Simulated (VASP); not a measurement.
Write the native input for VASP 6.6.1 that does the following.

- Task: relaxation of cell and atoms
- Functional: PBE
- Potentials or basis: VASP PAW PBE potentials, release 64 (I)
- Cutoff: 600 eV
- k mesh: 8 × 8 × 5
- Occupations: gaussian, width 0.05 eV
- Spin: no spin polarisation
- Further INCAR settings: ALGO = Normal; EDIFF = 1e-06; IBRION = 2; EDIFFG = -0.005; NSW = 60; ISIF = 3

The structure of I lies in POSCAR:

```
I
1.0
    3.2379500000      0.0000000000      0.0000000000
    0.0000000000      3.2379500000      0.0000000000
    0.0000000000      0.0000000000      5.1311800000
I
1
Direct
    0.5000000000      0.5000000000      0.0000000000
```

The cell was built by a generator and needn't be a form met in nature.

One way to write it, as run:

INCAR

```
SYSTEM = I
PREC = Accurate
ENCUT = 600
EDIFF = 1E-6
ISMEAR = 0
SIGMA = 0.05
LREAL = .FALSE.
LASPH = .TRUE.
NELM = 60
ALGO = Normal
ISIF = 3
LWAVE = .FALSE.
LCHARG = .FALSE.
GGA = PE
IBRION = 2
NSW = 60
EDIFFG = -0.005
```

KPOINTS

```
regular mesh
0
G
  8 8 5
  0 0 0
```

Potentials or basis: VASP PAW PBE potentials, release 64 (I).

Run with:

```bash
$ cat potpaw_PBE.64/I/POTCAR > POTCAR
$ mpirun -np 1 vasp_std > vasp.out
```

Results of the run:

- Relaxed volume: 53.83 Å³/atom
- Relaxed cell: a = 3.239 Å, b = 3.239 Å, c = 5.131 Å, α = 90.00°, β = 90.00°, γ = 90.00°
- Space group after relaxing (to 0.05 Å): P4/mmm (No. 123)
- Energy gained by relaxing: 0.0 meV/atom
- Ionic steps: 2
- Pressure after relaxing: 0.0 GPa
- Band gap on the k mesh: none (metal or under the smearing width)

Caveat: an odd number of electrons without spin polarisation forces a metal; a magnetic or distorted state may lie lower.

Run time: 20 s on 1 thread of AMD EPYC 7R43 64-Core Processor (Zen 3), with other jobs on the host, peak memory 0.15 GiB.
